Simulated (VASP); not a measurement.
# A VASP 6.6.1 single-point calculation on CaO

INCAR

```
NELM = 75
LREAL = .FALSE.
ISMEAR = 0
ISIF = 2
NSW = 0
ENCUT = 520
LWAVE = .FALSE.
IBRION = -1
LASPH = .TRUE.
EDIFF = 1E-7
PREC = Accurate
NBANDS = 15
LCHARG = .FALSE.
GGA = CA
SIGMA = 0.01
```

KPOINTS

```
KPOINTS created by Atomic Simulation Environment
0
Gamma
12 12 12
0 0 0
```

POSCAR

```
Ca O
 1.0000000000000000
     2.9032089642333831    0.0000000000000000   -0.0000000000000000
    -0.0000000000000000    2.9032089642333831    0.0000000000000000
    -0.0000000000000000    0.0000000000000000    2.9032089642333831
 Ca  O
   1   1
Cartesian
  0.0000000000000000 -0.0000000000000000 -0.0000000000000000
  1.4516044821166916  1.4516044821166916  1.4516044821166916
```

The recommended LDA PAW datasets give the neutral cell 16 valence electrons.

Command

```
mpirun -np 1 vasp_std
```

Predict the outcome of this run.

It converged. Results: gap between bands v and c on the k mesh 2.59 eV; least direct gap on the k mesh 2.90 eV; pressure -6.0 GPa. Band v is the last that the valence electrons fill when counted band by band, and c is the next.

OSZICAR

```
N       E                     dE             d eps       ncg     rms          rms(c)
DAV:   1     0.118429471255E+03    0.11843E+03   -0.84563E+03  2520   0.112E+03
DAV:   2    -0.102420021518E+02   -0.12867E+03   -0.12044E+03  3186   0.292E+02
DAV:   3    -0.147726019322E+02   -0.45306E+01   -0.45040E+01  2807   0.562E+01
DAV:   4    -0.148661488108E+02   -0.93547E-01   -0.93490E-01  3630   0.750E+00
DAV:   5    -0.148678303251E+02   -0.16815E-02   -0.16815E-02  2841   0.812E-01    0.807E+00
DAV:   6    -0.134450487743E+02    0.14228E+01   -0.33886E+00  2836   0.200E+01    0.338E+00
DAV:   7    -0.133512233849E+02    0.93825E-01   -0.35091E-01  2794   0.604E+00    0.169E+00
DAV:   8    -0.133120312943E+02    0.39192E-01   -0.95953E-02  3362   0.293E+00    0.378E-01
DAV:   9    -0.133110941135E+02    0.93718E-03   -0.66298E-03  2842   0.742E-01    0.910E-02
DAV:  10    -0.133111664077E+02   -0.72294E-04   -0.63157E-04  3199   0.310E-01    0.637E-02
DAV:  11    -0.133111108893E+02    0.55518E-04   -0.73463E-05  3071   0.116E-01    0.122E-02
DAV:  12    -0.133111088639E+02    0.20254E-05   -0.16260E-05  3566   0.408E-02    0.392E-03
DAV:  13    -0.133111088149E+02    0.48967E-07   -0.82817E-07  2716   0.894E-03
   1 F= -.13311109E+02 E0= -.13311109E+02  d E =-.722548E-13
```

For comparison, a separate LDA run of the intended cell, on usual settings and not on those above, gives a gap of 2.59 eV on its mesh and a pressure of -6.0 GPa.
